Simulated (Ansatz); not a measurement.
Wanted: the native input for an Ansatz 0.2.0 run.

```
Task                : relaxation of cell and atoms
Functional          : PBEsol
Potentials or basis : Ansatz PAW
Cutoff              : 420 eV (not typed: the program's choice for these potentials)
k mesh              : 9 × 7 × 5
Occupations         : fermi-dirac, width 0.05 eV
Spin                : collinear spin, ferromagnetic start
Starting moments    : [4.0, 4.0, 0.0, 0.0, 0.0, 0.0] μB
```

MnO2:

```
CELL_PARAMETERS angstrom
2.90416 0.00000 0.00000
0.00000 3.84481 0.00000
0.00000 0.00000 6.16426
ATOMIC_POSITIONS crystal
Mn 0.50000 0.50000 0.34330
Mn 0.00000 0.00000 0.65670
O 0.50000 0.00000 0.83757
O 0.00000 0.50000 0.16243
O 0.50000 0.00000 0.42180
O 0.00000 0.50000 0.57820
```

Measurements of this composition are mostly on another form, of space group No. 136.

One way to write it, as run:

input.yaml

```yaml
crystal:
  lattice:
    - [2.904158, 0.0, 0.0]
    - [0.0, 3.84481, 0.0]
    - [0.0, 0.0, 6.164264]
  atoms:
    - { symbol: Mn, position: [0.5, 0.5, 0.3433015], spin: 4.0 }
    - { symbol: Mn, position: [0.0, 0.0, 0.6566985], spin: 4.0 }
    - { symbol: O, position: [0.5, 0.0, 0.8375675] }
    - { symbol: O, position: [0.0, 0.5, 0.1624325] }
    - { symbol: O, position: [0.5, 0.0, 0.4217995] }
    - { symbol: O, position: [0.0, 0.5, 0.5782005] }
hamiltonian:
  xc: pbesol
  pseudopotentials: { kind: paw }
magnetization:
  spin_polarized: true
kpoints:
  mp_grid: { grid: [9, 7, 5] }
scf:
  occupations: { method: fermi_dirac, width: 0.05 }
output:
  forces: true
  stress: true
  eigenvalues: true
  write_density: true
  write_potential: true
  elf: true
  volumetric_format: npy
relax:
  f_tol: 0.01
  max_steps: 40
  cell: { stress_tol: 0.05 }
```

Potentials or basis: Ansatz PAW.

Command:

```sh
$ ansatz run input.yaml --threads 2 --pin off --max-ram 5632MiB --backend cpu --events-out ev --progress --plain --runs-dir out
```

Results of the run:

```yaml
Relaxed_volume: 10.90 Å³/atom
Relaxed_cell: a = 2.802 Å, b = 3.745 Å, c = 6.234 Å, α = 90.00°, β = 90.00°, γ = 90.00°
Space_group_after_relaxing_to_0.05_Å: Pmmn (No. 59)
Energy_gained_by_relaxing: 41.1 meV/atom
Ionic_steps: 8
Pressure_after_relaxing: 0.0 GPa
Largest_force_after_relaxing: 0.008 eV/Å
Band_gap_on_the_k_mesh: none (metal or under the smearing width)
Net_moment: 6.00 μB per cell
Absolute_moment: 6.14 μB per cell
Site_moments: Mn +2.29; O +0.16, +0.03 μB
```

Caveat: the plane-wave basis is chosen anew once the cell has moved, so the energies of steps on either side of that aren't comparable; the pressure holds a Pulay correction of +0.8 GPa for the finite cutoff; semilocal functionals often make such compounds metallic where correlation or magnetic order opens a gap, which also shifts bond lengths; only a ferromagnetic start was run, and an antiferromagnetic order may lie lower in energy; the PAW data sets come from PBE, with cores solved anew for the run's functional, which leaves a small shift of forces and pressure.

Run time: 93 s on 2 threads of Arm Neoverse V2, on a shared host, peak memory 0.51 GiB.
